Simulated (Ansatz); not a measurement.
HgSe, DFT, PBEsol, all-electron LAPW, scalar-relativistic (Ansatz 0.2.0), run on 1 thread of Intel(R) Xeon(R) 6975P-C (Granite Rapids) on a shared host.

The cell is COD entry 1538962, as deposited and not checked against the literature; nothing was relaxed. The listed cell was then made from it by scaling, straining or moving an atom.

Command: `ansatz run input.yaml --threads 1 --pin off --max-ram 3072MiB --backend cpu --events-out ev --progress --plain --runs-dir out`

```yaml
crystal:
  lattice:
    - [0.0, 3.0156235471, 3.0156235471]
    - [3.0156235471, 0.0, 3.0156235471]
    - [3.0156235471, 3.0156235471, 0.0]
  atoms:
    - { symbol: Hg, position: [0.0, 0.0, 0.0] }
    - { symbol: Se, position: [0.75, 0.75, 0.75] }
kpoints:
  mp_grid: { grid: [9, 9, 9] }
  band_path:
    path:
      - [0.0, 0.0, 0.0]
      - [-0.5, -0.5, 0.0]
      - [-0.375, -0.375, 0.25]
      - [-0.375, 0.0, 0.375]
      - [0.0, 0.0, 0.0]
      - [0.0, 0.0, 0.5]
      - [-0.5, -0.25, 0.25]
      - [-0.5, -0.5, 0.0]
    npoints: 5
scf:
  occupations: { method: fermi_dirac, width: 0.02 }
hamiltonian:
  xc: pbesol
  pseudopotentials: { kind: all_electron, lapw: { basis_error: 0.00025 } }
output:
  forces: true
  stress: true
  eigenvalues: true
```

(1) How large is the problem that the program sets up?

(2) About how long does it take, and how much memory does it use?

## Answers

(1) 35 irreducible k-points, 725 plane waves at Γ, 41 bands.

(2) 23 s of wall time for 7 SCF iterations, with a peak of 0.43 GiB. Times on shared machines scatter by tens of per cent.
